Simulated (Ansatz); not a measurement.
# linear Nb chain under tension and compression, part 2 of 3

Wanted: energy, moment and open channels of the linear Nb chain from 12 % compression to 30 % stretch.

Ansatz 0.2.0; DFT PBE, plane waves, PAW; relaxation of a chain's period (the session's first sound run).

So far. Step 2 (Relaxation of atoms and period): The cell's length comes to 2.300 Å with no moment. That is -25 % against the start, more than a small adjustment.

### Step 3. At a set period, period over the relaxed period 0.88, k-mesh 1×1×40

This step: DFT PBE, plane waves, PAW; channels and complex bands of a perfect chain (Ansatz 0.2.0).

The period is set to 0.88 times the relaxed one: shorter bonds widen the bands.

The cell differs from the one that the last finished run ended in (c 2.300 → 2.024 Å).

Input file input.yaml:

```yaml
crystal:
  lattice:
    - [7.5, 0.0, 0.0]
    - [0.0, 7.5, 0.0]
    - [0.0, 0.0, 2.0238190667]
  atoms:
    - { symbol: Nb, position: [0.5, 0.5, 0.0], spin: 2.0 }
magnetization:
  spin_polarized: true
kpoints:
  mp_grid: { grid: [1, 1, 40] }
scf:
  occupations: { method: fermi_dirac, width: 0.05 }
hamiltonian:
  xc: pbe
output:
  transmission:
    e_range: [-2, 2]
    de: 0.035
    kmesh: [1, 1]
    reduced_basis: true
    leads: [[0, 0]]
  stress: true
```

Launch:

```console
$ ansatz run input.yaml --threads 4 --pin off --max-ram 8192MiB --backend cpu --events-out ev --progress --plain --runs-dir out
```

Numbers of over 12 decimals in the logs are rounded to 6 here.

Log:

```text
[...]
Crystal: 1 atoms, lattice volume = 113.840 Å³
Basis set: ecut = 420 eV, 2223 PW (Γ)
Bands: 12, of which v1, the nominal top of the filled ones, is band 7 counted from 1 (6 counted from 0)
Symmetry: 16 space group operations
[...]
k-points: 21 of 40
[...]
Starting moments: Σ|m| = 2 μB on 1 of 1 site
[...]
SCF iter   1: F=—  HF=-4546.036684 eV  |F-HF|=—  |Δ(HF+E_count)|=         —  Δρ=2.81e-2 (↑2.07e-2 ↓2.81e-2)  dr2=1.00e0  dr2_m=4.64e-1  M=0.543 μB ∫|m|=0.544 μB  β_m=0.30  ethr=3.10e-3  ⟨swp⟩=6.9  Hψ=3341  notcnv=0
[...]
SCF iter  11: F=-4547.087526 eV  HF=-4547.087526 eV  |F-HF|=9.09e-13  |Δ(HF+E_count)|=  1.55e-11  Δρ=2.00e-8 (↑2.00e-8 ↓1.66e-8)  dr2=2.86e-12  dr2_m=2.74e-14  M=-0.000 μB ∫|m|=0.000 μB  ethr=1.00e-12  ⟨swp⟩=3.8  Hψ=1663  notcnv=0
SCF 1 converged in 11 iterations: F = -4547.087526 eV  dr2 = 2.86e-12
[...]
the search or the solves at the SCF's close seem to have found levels that the self-consistency loop had missed (the run counts 2). By its estimate they hold under 1e-12 electrons; where the run keeps them, the occupations were computed again with them
[...]
transmission: 6 of 36 steps passed
transmission: 9 of 36 steps passed
[...]
transmission: 36 of 36 steps passed
SCF converged after 11 iterations
Magnetization: -0.0000 μB (6.5000 up, 6.5000 down)
Absolute magnetization: 0.0000 μB (∫|ρ↑−ρ↓|, with the PAW one-centre terms)
[...]
Per-site moments (μB) at R_I (Å): [(-7.047297408458231e-8, 0.834825)]
Free energy (F): -4547.087526 eV
[...]
Internal energy: -4547.075608 eV  (E = F + TS)
E sigma→0 (E₀):  -4547.081567 eV
Entropy (-TS):   -0.011918 eV (-11.918 meV/atom)
Fermi energy:    -0.618945 eV
[...]
--- Stress (GPa, compression-positive) ---
       -0.371011       0.000000       0.000000
        0.000000      -0.371011       0.000000
        0.000000       0.000000      21.075585
  P = ⅓ Tr σ = 6.7779 GPa (67.779 kbar)
--- Band table (eV; the first three rows and the last of 42) ---
  k-point 0 ↑: bands = [... 3 lower, -26.3323, -4.4996, -1.9031, -1.5539, -1.5164, 1.4796, 1.4796, 3.3700, ... 1 higher]
  k-point 1 ↑: bands = [... 3 lower, -26.4201, -4.4033, -1.8568, -1.5361, -1.4987, 1.4876, 1.4876, 3.3940, ... 1 higher]
  k-point 2 ↑: bands = [... 3 lower, -26.6770, -4.1284, -1.7106, -1.4829, -1.4459, 1.5089, 1.5089, 3.4664, ... 1 higher]
  k-point 20 ↓: bands = [... 3 lower, -30.2061, -4.9370, -4.9370, 2.6595, 2.6622, 4.7802, 6.8462, 10.5441, ... 1 higher]
--- Transmission ---
  basis      : 497 plane waves across, 3 finite elements along
  points     : 1, standing for a mesh of 1 x 1
  filling    : by the input's occupations and mesh, since the crystals that have channels conduct as metals do. If one of these is a semiconductor, that mesh has misplaced its level
  energies   : 115 from -2.000000 to 1.990000 eV about the Fermi level, 0.035000 eV apart; the leads are filled to 0.000000 eV, and channels, transmission and decay are at -0.005000 eV
  crystal 0  : Nb1, at the sites [0, 0], period 2.0238 Å: whole cells are its period
    offset         : up to 0.0000 Å between an atom of the period and one for which it stands
    filled         : 21.9 meV under the level at which it is neutral
    channels       : 6.000000e0 up, 6.000000e0 down
    conductance    : 8.2646e14 S/m² at 300 K; may be off by some 0.0 % by where its bands' edges are placed, 0.0 % from the distance to neutral
```

It took 21 s on 4 threads of Arm Neoverse V2, shared host; peak memory 0.47 GiB; 70 s of CPU time.

Numbers from this step:

```
energy at zero smearing                                   : -4547.0816 eV
channels at the energy nearest the Fermi level, spin up   : 6
channels at the energy nearest the Fermi level, spin down : 6
conductance of the lead as this run defines it            : 6.000 G₀
band gap                                                  : 0 eV
```

The open channels of the lead by energy, zero at the Fermi level:

```tsv
energy (eV)	spin up	spin down
-2.000	3	3
-1.790	3	3
-1.615	3	3
-1.405	3	3
-1.195	4	4
-0.985	4	4
-0.810	6	6
-0.600	6	6
-0.390	6	6
-0.215	6	6
-0.005	6	6
0.205	6	6
0.415	6	6
0.590	6	6
0.800	6	6
1.010	6	6
1.185	6	6
1.395	6	6
1.605	6	6
1.815	6	6
```

At the computed energy nearest the Fermi level there are 6 spin-up and 6 spin-down channels, and the thermal average gives 6.00 G₀.

### Step 4. The chain at a fixed length, period over the relaxed period 0.92, k-mesh 1×1×38

The period is set to 0.92 times the relaxed one: shorter bonds widen the bands.

The cell differs from the one that the last finished run ended in (c 2.024 → 2.116 Å).

Edit input.yaml of step 3 so:

```diff
@@ -4,3 +4,3 @@
     - [0.0, 7.5, 0.0]
-    - [0.0, 0.0, 2.0238190667]
+    - [0.0, 0.0, 2.1158108424]
   atoms:
@@ -10,3 +10,3 @@
 kpoints:
-  mp_grid: { grid: [1, 1, 40] }
+  mp_grid: { grid: [1, 1, 38] }
 scf:
```

Log:

```text
[...]
Crystal: 1 atoms, lattice volume = 119.014 Å³
Basis set: ecut = 420 eV, 2335 PW (Γ)
Bands: 12, of which v1, the nominal top of the filled ones, is band 7 counted from 1 (6 counted from 0)
Symmetry: 16 space group operations
[...]
k-points: 20 of 38
[...]
Starting moments: Σ|m| = 2 μB on 1 of 1 site
[...]
--- Transmission ---
  basis      : 497 plane waves across, 3 finite elements along
  points     : 1, standing for a mesh of 1 x 1
[...]
crystal 0  : Nb1, at the sites [0, 0], period 2.1158 Å: whole cells are its period
[...]
filled         : 18.1 meV over the level at which it is neutral
    channels       : 6.000000e0 up, 6.000000e0 down
[...]
[key lines of the parts left out:]
SCF converged after 10 iterations
Magnetization: 0.0000 μB (6.5000 up, 6.5000 down)
Free energy (F): -4547.608395 eV
Fermi energy:    -0.787910 eV
P = ⅓ Tr σ = 3.6115 GPa (36.115 kbar)
```

Run time: 20 s. Hardware: 4 threads; peak memory 0.47 GiB.

At the computed energy nearest the Fermi level there are 6 spin-up and 6 spin-down channels, and the thermal average gives 6.00 G₀.

### Step 5. The chain at a fixed length, period over the relaxed period 0.96, k-mesh 1×1×37

The period is set to 0.96 times the relaxed one: shorter bonds widen the bands.

The cell differs from the one that the last finished run ended in (c 2.116 → 2.208 Å).

Edit input.yaml of step 4 so:

```diff
@@ -4,3 +4,3 @@
     - [0.0, 7.5, 0.0]
-    - [0.0, 0.0, 2.1158108424]
+    - [0.0, 0.0, 2.2078026182]
   atoms:
@@ -10,3 +10,3 @@
 kpoints:
-  mp_grid: { grid: [1, 1, 38] }
+  mp_grid: { grid: [1, 1, 37] }
 scf:
```

Log:

```text
[...]
Crystal: 1 atoms, lattice volume = 124.189 Å³
Basis set: ecut = 420 eV, 2463 PW (Γ)
Bands: 12, of which v1, the nominal top of the filled ones, is band 7 counted from 1 (6 counted from 0)
Symmetry: 16 space group operations
[...]
k-points: 19 of 37
[...]
Starting moments: Σ|m| = 2 μB on 1 of 1 site
[...]
--- Transmission ---
  basis      : 497 plane waves across, 3 finite elements along
  points     : 1, standing for a mesh of 1 x 1
[...]
crystal 0  : Nb1, at the sites [0, 0], period 2.2078 Å: whole cells are its period
[...]
filled         : 16.7 meV under the level at which it is neutral
    channels       : 6.000000e0 up, 6.000000e0 down
[...]
[key lines of the parts left out:]
SCF converged after 14 iterations
Magnetization: 0.0000 μB (6.5000 up, 6.5000 down)
Free energy (F): -4547.858637 eV
Fermi energy:    -0.912244 eV
P = ⅓ Tr σ = 1.4718 GPa (14.718 kbar)
```

The job ended after 20 s (4 threads; peak memory 0.45 GiB).

At the computed energy nearest the Fermi level there are 6 spin-up and 6 spin-down channels, and the thermal average gives 6.00 G₀.

### Step 6. The chain at a fixed length, period over the relaxed period 1, k-mesh 1×1×35

The period is set to 1.0 times the relaxed one, as the point of reference.

Edit input.yaml of step 5 so:

```diff
@@ -4,3 +4,3 @@
     - [0.0, 7.5, 0.0]
-    - [0.0, 0.0, 2.2078026182]
+    - [0.0, 0.0, 2.2997943939]
   atoms:
@@ -10,3 +10,3 @@
 kpoints:
-  mp_grid: { grid: [1, 1, 37] }
+  mp_grid: { grid: [1, 1, 35] }
 scf:
```

Log:

```text
[...]
Crystal: 1 atoms, lattice volume = 129.363 Å³
Basis set: ecut = 420 eV, 2527 PW (Γ)
Bands: 12, of which v1, the nominal top of the filled ones, is band 7 counted from 1 (6 counted from 0)
Symmetry: 16 space group operations
[...]
k-points: 18 of 35
[...]
Starting moments: Σ|m| = 2 μB on 1 of 1 site
[...]
--- Transmission ---
  basis      : 497 plane waves across, 3 finite elements along
  points     : 1, standing for a mesh of 1 x 1
[...]
crystal 0  : Nb1, at the sites [0, 0], period 2.2998 Å: whole cells are its period
[...]
filled         : 9.5 meV over the level at which it is neutral
    channels       : 6.000000e0 up, 6.000000e0 down
[...]
[key lines of the parts left out:]
SCF converged after 13 iterations
Magnetization: -0.0000 μB (6.5000 up, 6.5000 down)
Free energy (F): -4547.950668 eV
Fermi energy:    -0.999390 eV
P = ⅓ Tr σ = -0.0997 GPa (-0.997 kbar)
```

The job ended after 19 s (4 threads; peak memory 0.45 GiB; 62 s of CPU time).

At the computed energy nearest the Fermi level there are 6 spin-up and 6 spin-down channels, and the thermal average gives 6.00 G₀.

### Step 7. The chain at a fixed length, period over the relaxed period 1.04, k-mesh 1×1×34

The period is set to 1.04 times the relaxed one: longer bonds narrow the bands.

The cell differs from the one that the last finished run ended in (c 2.300 → 2.392 Å).

Edit input.yaml of step 6 so:

```diff
@@ -4,3 +4,3 @@
     - [0.0, 7.5, 0.0]
-    - [0.0, 0.0, 2.2997943939]
+    - [0.0, 0.0, 2.3917861697]
   atoms:
@@ -10,3 +10,3 @@
 kpoints:
-  mp_grid: { grid: [1, 1, 35] }
+  mp_grid: { grid: [1, 1, 34] }
 scf:
```

Log:

```text
[...]
Crystal: 1 atoms, lattice volume = 134.538 Å³
Basis set: ecut = 420 eV, 2615 PW (Γ)
Bands: 12, of which v1, the nominal top of the filled ones, is band 7 counted from 1 (6 counted from 0)
Symmetry: 16 space group operations
[...]
k-points: 18 of 34
[...]
Starting moments: Σ|m| = 2 μB on 1 of 1 site
[...]
--- Transmission ---
  basis      : 497 plane waves across, 3 finite elements along
  points     : 1, standing for a mesh of 1 x 1
[...]
crystal 0  : Nb1, at the sites [0, 0], period 2.3918 Å: whole cells are its period
[...]
filled         : 3.7 meV over the level at which it is neutral
    channels       : 6.000000e0 up, 5.000000e0 down
[...]
[key lines of the parts left out:]
SCF converged after 13 iterations
Magnetization: 0.8565 μB (6.9282 up, 6.0718 down)
Free energy (F): -4547.901617 eV
Fermi energy:    -1.019670 eV
P = ⅓ Tr σ = -1.0199 GPa (-10.199 kbar)
```

It took 19 s on 4 threads; peak memory 0.44 GiB; 61 s of CPU time.

At the computed energy nearest the Fermi level there are 6 spin-up and 5 spin-down channels, and the thermal average gives 5.54 G₀. The change of length costs 0.051 eV a cell and leaves an absolute moment of 0.86 μB a cell.

Between step 3 and this run (period over the relaxed period 1.04 and k-mesh 1×1×34) the value for the conductance of the lead as this run defines it moves from 6.00 G₀ to 5.54 G₀ (-8 %).

### Step 8. At a set period, period over the relaxed period 1.08, k-mesh 1×1×33

The period is set to 1.08 times the relaxed one: longer bonds narrow the bands.

The cell differs from the one that the last finished run ended in (c 2.392 → 2.484 Å).

Edit input.yaml of step 7 so:

```diff
@@ -4,3 +4,3 @@
     - [0.0, 7.5, 0.0]
-    - [0.0, 0.0, 2.3917861697]
+    - [0.0, 0.0, 2.4837779455]
   atoms:
@@ -10,3 +10,3 @@
 kpoints:
-  mp_grid: { grid: [1, 1, 34] }
+  mp_grid: { grid: [1, 1, 33] }
 scf:
```

Log:

```text
[...]
Crystal: 1 atoms, lattice volume = 139.713 Å³
Basis set: ecut = 420 eV, 2729 PW (Γ)
Bands: 12, of which v1, the nominal top of the filled ones, is band 7 counted from 1 (6 counted from 0)
Symmetry: 16 space group operations
[...]
k-points: 17 of 33
[...]
Starting moments: Σ|m| = 2 μB on 1 of 1 site
[...]
--- Transmission ---
  basis      : 497 plane waves across, 4 finite elements along
  points     : 1, standing for a mesh of 1 x 1
[...]
crystal 0  : Nb1, at the sites [0, 0], period 2.4838 Å: whole cells are its period
[...]
filled         : 4.1 meV under the level at which it is neutral
    channels       : 6.000000e0 up, 4.000000e0 down
[...]
[key lines of the parts left out:]
SCF converged after 9 iterations
Magnetization: 1.4138 μB (7.2069 up, 5.7931 down)
Free energy (F): -4547.812409 eV
Fermi energy:    -1.012850 eV
P = ⅓ Tr σ = -1.3757 GPa (-13.757 kbar)
```

The job ended after 28 s (4 threads; peak memory 0.51 GiB; 94 s of CPU time).

At the computed energy nearest the Fermi level there are 6 spin-up and 4 spin-down channels, and the thermal average gives 5.00 G₀. The change of length costs 0.139 eV a cell and leaves an absolute moment of 1.41 μB a cell.

For the conductance of the lead as this run defines it, step 3 gave 6.00 G₀; this run, with period over the relaxed period 1.08 and k-mesh 1×1×33, gives 5.00 G₀ (-17 %).

### Step 9. The chain at a fixed length, period over the relaxed period 1.13, k-mesh 1×1×31

The period is set to 1.13 times the relaxed one: longer bonds narrow the bands.

The cell differs from the one that the last finished run ended in (c 2.484 → 2.599 Å).

Edit input.yaml of step 8 so:

```diff
@@ -4,3 +4,3 @@
     - [0.0, 7.5, 0.0]
-    - [0.0, 0.0, 2.4837779455]
+    - [0.0, 0.0, 2.5987676652]
   atoms:
@@ -10,3 +10,3 @@
 kpoints:
-  mp_grid: { grid: [1, 1, 33] }
+  mp_grid: { grid: [1, 1, 31] }
 scf:
```

Log:

```text
[...]
Crystal: 1 atoms, lattice volume = 146.181 Å³
Basis set: ecut = 420 eV, 2873 PW (Γ)
Bands: 12, of which v1, the nominal top of the filled ones, is band 7 counted from 1 (6 counted from 0)
Symmetry: 16 space group operations
[...]
k-points: 16 of 31
[...]
Starting moments: Σ|m| = 2 μB on 1 of 1 site
[...]
--- Transmission ---
  basis      : 497 plane waves across, 4 finite elements along
  points     : 1, standing for a mesh of 1 x 1
[...]
crystal 0  : Nb1, at the sites [0, 0], period 2.5988 Å: whole cells are its period
[...]
filled         : 16.1 meV under the level at which it is neutral
    channels       : 6.000000e0 up, 4.000000e0 down
[...]
[key lines of the parts left out:]
SCF converged after 9 iterations
Magnetization: 1.6084 μB (7.3042 up, 5.6958 down)
Free energy (F): -4547.629529 eV
Fermi energy:    -1.161285 eV
P = ⅓ Tr σ = -1.9573 GPa (-19.573 kbar)
```

It took 24 s on 4 threads; peak memory 0.51 GiB; 81 s of CPU time.

The open channels of the lead by energy, zero at the Fermi level:

```tsv
energy (eV)	spin up	spin down
-2.000	1	1
-1.895	3	1
-1.790	3	1
-1.685	3	1
-1.615	3	1
-1.510	3	1
-1.405	4	1
-1.300	4	3
-1.195	4	3
-1.090	4	3
-0.985	4	3
-0.915	4	3
-0.810	4	3
-0.705	6	3
-0.600	6	3
-0.495	6	4
-0.390	6	4
-0.285	6	4
-0.215	6	4
-0.110	6	4
-0.005	6	4
0.100	6	4
0.205	6	4
0.310	6	4
0.415	6	5
0.485	6	6
0.590	6	6
0.695	4	6
0.800	4	6
0.905	4	6
1.010	4	6
1.115	4	6
1.185	4	6
1.290	4	6
1.395	4	6
1.500	4	6
1.605	3	6
1.710	1	6
1.815	1	6
1.885	1	6
```

At the computed energy nearest the Fermi level there are 6 spin-up and 4 spin-down channels, and the thermal average gives 5.00 G₀. The change of length costs 0.322 eV a cell and leaves an absolute moment of 1.61 μB a cell.

For the conductance of the lead as this run defines it, step 3 gave 6.00 G₀; this run, with period over the relaxed period 1.13 and k-mesh 1×1×31, gives 5.00 G₀ (-17 %).

[end of part 2 of 3]

[Logs are printed without paths, hosts, clocks, repeated set-up lines and the standing remarks that a program may print on its own settings, such as how far it seeks lower states.]

[Hosts, paths, dates, database ids (printed as entryN), source tags and the programs' standing remarks are cut or masked in the printed files.]
